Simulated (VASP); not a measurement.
**A VASP 6.6.1 single-point calculation on CdS**

INCAR

```
GGA = AM
LMAXMIX = 4
NBANDS = 16
LDAUL = 2 -1
LWAVE = .FALSE.
LDAU = .TRUE.
PREC = Accurate
ENCUT = 520
ISMEAR = -1
SIGMA = 0.02
LASPH = .TRUE.
LREAL = .FALSE.
NSW = 0
LDAUJ = 0 0
ISIF = 2
LDAUU = 4.0 0
IBRION = -1
NELM = 72
LCHARG = .FALSE.
LDAUTYPE = 2
EDIFF = 1E-7
```

KPOINTS

```
KPOINTS created by Atomic Simulation Environment
0
Gamma
8 8 8
0 0 0
```

POSCAR

```
Cd S
 1.0000000000000000
     0.0000000000000000    2.8804305461999999    3.0234619263000000
     2.8804305461999999    0.0000000000000000    3.0234619263000000
     2.8804305461999999    2.8804305461999999    0.0000000000000000
 Cd  S
   1   1
Cartesian
  0.0000000000000000  0.0000000000000000  0.0000000000000000
  1.4402152731000000  1.4402152731000000  1.5117309631500000
```

The recommended PBE PAW datasets give the neutral cell 18 valence electrons.

Command

```
mpirun -np 1 vasp_std
```

OSZICAR

```
N       E                     dE             d eps       ncg     rms          rms(c)
DAV:   1     0.110497921253E+03    0.11050E+03   -0.92503E+03  1928   0.103E+03
DAV:   2    -0.168493552747E+01   -0.11218E+03   -0.10718E+03  2304   0.251E+02
DAV:   3    -0.615965270839E+01   -0.44747E+01   -0.44667E+01  2336   0.550E+01
DAV:   4    -0.618700707614E+01   -0.27354E-01   -0.27352E-01  2512   0.419E+00
DAV:   5    -0.618737307487E+01   -0.36600E-03   -0.36600E-03  2256   0.442E-01    0.921E+00
DAV:   6    -0.575174747305E+01    0.43563E+00   -0.76063E-01  2440   0.104E+01    0.693E+00
DAV:   7    -0.574584734642E+01    0.59001E-02   -0.19439E-01  2288   0.292E+00    0.304E+00
DAV:   8    -0.574848205326E+01   -0.26347E-02   -0.22981E-02  2248   0.181E+00    0.301E-01
DAV:   9    -0.574870994344E+01   -0.22789E-03   -0.29977E-03  2280   0.748E-01    0.947E-02
DAV:  10    -0.574880840601E+01   -0.98463E-04   -0.28133E-04  2536   0.181E-01    0.766E-02
DAV:  11    -0.574896352130E+01   -0.15512E-03   -0.30209E-04  2136   0.125E-01    0.448E-02
DAV:  12    -0.574895859015E+01    0.49312E-05   -0.16043E-05  2224   0.356E-02    0.164E-02
DAV:  13    -0.574895915068E+01   -0.56054E-06   -0.16743E-06  2448   0.723E-03    0.110E-02
DAV:  14    -0.574896038941E+01   -0.12387E-05   -0.16077E-06  2168   0.777E-03    0.258E-03
DAV:  15    -0.574896052428E+01   -0.13487E-06   -0.26102E-07  2440   0.285E-03    0.327E-03
DAV:  16    -0.574896052531E+01   -0.10311E-08   -0.11542E-08  1752   0.103E-03
   1 F= -.57489605E+01 E0= -.57489605E+01  d E =-.126768E-10
```

From OUTCAR

```
k-points           NKPTS =     59   k-points in BZ     NKDIM =     59   number of bands    NBANDS=     16

   NELECT =      18.0000    total number of electrons

   dimension x,y,z NGX =    32 NGY =   32 NGZ =   30
   dimension x,y,z NGXF=    64 NGYF=   64 NGZF=   60

  energy-cutoff  :      520.00
  volume of cell :       50.17
      direct lattice vectors                 reciprocal lattice vectors
     0.000000000  2.880430546  3.023461926    -0.173585161  0.173585161  0.165373341
     2.880430546  0.000000000  3.023461926     0.173585161 -0.173585161  0.165373341
     2.880430546  2.880430546  0.000000000     0.173585161  0.173585161 -0.165373341

 k-points in reciprocal lattice and weights: KPOINTS created by Atomic Simulation Env
   0.00000000  0.00000000  0.00000000       0.002
   0.12500000 -0.00000000  0.00000000       0.016
   0.25000000 -0.00000000  0.00000000       0.016
   0.37500000 -0.00000000  0.00000000       0.016
   0.50000000 -0.00000000  0.00000000       0.008
   0.12500000  0.12500000  0.00000000       0.004
   0.25000000  0.12500000  0.00000000       0.016
   0.37500000  0.12500000  0.00000000       0.016
   ...

 E-fermi :   1.4364

 k-point     1 :       0.0000    0.0000    0.0000
  band No.  band energies     occupation
      1     -11.0656      2.00000
      2      -8.1756      2.00000
      3      -8.1534      2.00000
      4      -8.1534      2.00000
      5      -7.7781      2.00000
      6      -7.7670      2.00000
      7       0.8943      2.00000
      8       1.0488      2.00000
      9       1.0488      2.00000
     10       2.3412      0.00000
     11       7.7381      0.00000
     12       7.7517      0.00000
     13       7.7517      0.00000
     14      11.9350      0.00000
     15      12.5928      0.00000
     16      12.7130      0.00000

 k-point     2 :       0.1250   -0.0000    0.0000
  band No.  band energies     occupation
      1     -11.0243      2.00000
      2      -8.1523      2.00000
      3      -8.1362      2.00000
      4      -8.0839      2.00000
      5      -7.7766      2.00000
      6      -7.7692      2.00000
      7       0.0089      2.00000
      8       0.8322      2.00000
      9       0.9483      2.00000
     10       3.1600      0.00000
     11       7.4541      0.00000
     12       7.9307      0.00000
     13       7.9612      0.00000
     14      11.4820      0.00000
     15      12.0682      0.00000
     16      13.1443      0.00000

 k-point     3 :       0.2500   -0.0000    0.0000
  band No.  band energies     occupation
      1     -10.9326      2.00000
      2      -8.1138      2.00000
      3      -8.0978      2.00000
      4      -7.8502      2.00000
      5      -7.7705      2.00000
      6      -7.7620      2.00000
      7      -1.4190      2.00000
      8       0.5660      2.00000
      9       0.7228      2.00000
     10       3.9624      0.00000
     11       7.4111      0.00000
     12       8.1650      0.00000
     13       8.3119      0.00000
     14      11.4375      0.00000
     15      11.7117      0.00000
     16      12.5059      0.00000

 ...

  Total       -0.0370294     -0.0370294     -0.4007370      0.0000000     -0.0000000      0.0000000
  in kB       -1.1825200     -1.1825200    -12.7973704      0.0000000     -0.0000000      0.0000000
  external PRESSURE =      -5.0541368 kB  Pullay stress =       0.0000000 kB

 POSITION                                       TOTAL-FORCE (eV/Angst)
 -----------------------------------------------------------------------------------
      0.00000      0.00000      0.00000         0.000000      0.000000     -0.000000
      1.44022      1.44022      1.51173        -0.000000     -0.000000      0.000000
 -----------------------------------------------------------------------------------
    total drift:                                0.000001      0.000001      0.000002

  FREE ENERGIE OF THE ION-ELECTRON SYSTEM (eV)
  ---------------------------------------------------
  free  energy   TOTEN  =        -5.7489605253 eV

  energy  without entropy=       -5.7489605253  energy(sigma->0) =       -5.74896053
```

It converged. Results: gap between bands v and c on the k mesh 1.29 eV; least direct gap on the k mesh 1.29 eV; pressure -0.5 GPa. Band v is the last that the valence electrons fill when counted band by band, and c is the next.

For comparison, a separate PBE run of the intended cell, on usual settings and not on those above, gives a gap of 1.07 eV on its mesh and a pressure of 2.4 GPa.

The run above took about 36 s on one core of a shared host (Intel Xeon Platinum 8488C) and held 0.2 GiB at most.
